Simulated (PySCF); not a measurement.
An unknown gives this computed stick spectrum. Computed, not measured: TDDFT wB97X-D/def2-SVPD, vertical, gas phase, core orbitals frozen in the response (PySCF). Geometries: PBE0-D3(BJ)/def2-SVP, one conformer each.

```csv
state,E (eV),λ (nm),f
S1,6.75,183.8,0.0021
S2,7.18,172.7,0.473
S3,7.75,160.0,0.036
S4,8.04,154.1,0.0073
S5,8.23,150.6,0.0078
S6,8.55,145.1,0.010
S7,8.67,143.0,0.0077
S8,8.74,141.9,0.017
S9,8.81,140.7,0.0052
S10,8.94,138.6,0.011
```

Triplets computed (Tamm–Dancoff): 4.34, 6.20, 7.71, 7.80 eV.

Problem. Which structure fits?
A. `[H][Si]([H])([H])OC` (CH6OSi)
B. `C1C[SiH2]C1` (C3H8Si)
C. `[H][Si]([H])(C)C=C` (C3H8Si)
D. `CC(C)=O` (C3H6O)
E. `CSS` (CH4S2)

Solution. C. Its S1 lies at 6.75 eV; the nearest of the others has S1 at 7.17 eV. S1 is HOMO-1→LUMO (93%). Löwdin shares by element: HOMO carbon 76%, silicon 8% (atoms not listed hold the other 16%); LUMO carbon 66% or more, silicon 10%, hydrogen 5% or more (atoms not listed hold the other 20%). At the same level the other candidates give, for their lowest levels:
- `C1C[SiH2]C1`: 7.18 eV (f 0.020); 7.74 eV (f 0.002); 7.79 eV (f 0.103); 8.01 eV (f 0.024); 8.20 eV (f 0.000); T1 6.85 eV; HOMO -9.72, LUMO 2.07 eV
- `[H][Si]([H])([H])OC`: 7.17 eV (f 0.001); 7.92 eV (f 0.014); 8.24 eV (f 0.047); 8.43 eV (f 0.035); 8.82 eV (f 0.021); T1 6.91 eV; HOMO -10.08, LUMO 1.95 eV
- `CSS`: 4.62 eV (f 0.005); 5.00 eV (f 0.006); 6.22 eV (f 0.009); 6.35 eV (f 0.014); 6.59 eV (f 0.002); T1 3.98 eV; HOMO -8.89, LUMO 0.75 eV
- `CC(C)=O`: 4.51 eV (f 0.000); 7.26 eV (f 0.032); 8.60 eV (f 0.032); 8.69 eV (f 0.000); 8.77 eV (f 0.003); T1 3.97 eV; HOMO -9.25, LUMO 1.40 eV

Without π bonds the low states are Rydberg-like; a valence basis with one diffuse set may place them up to an eV too high.
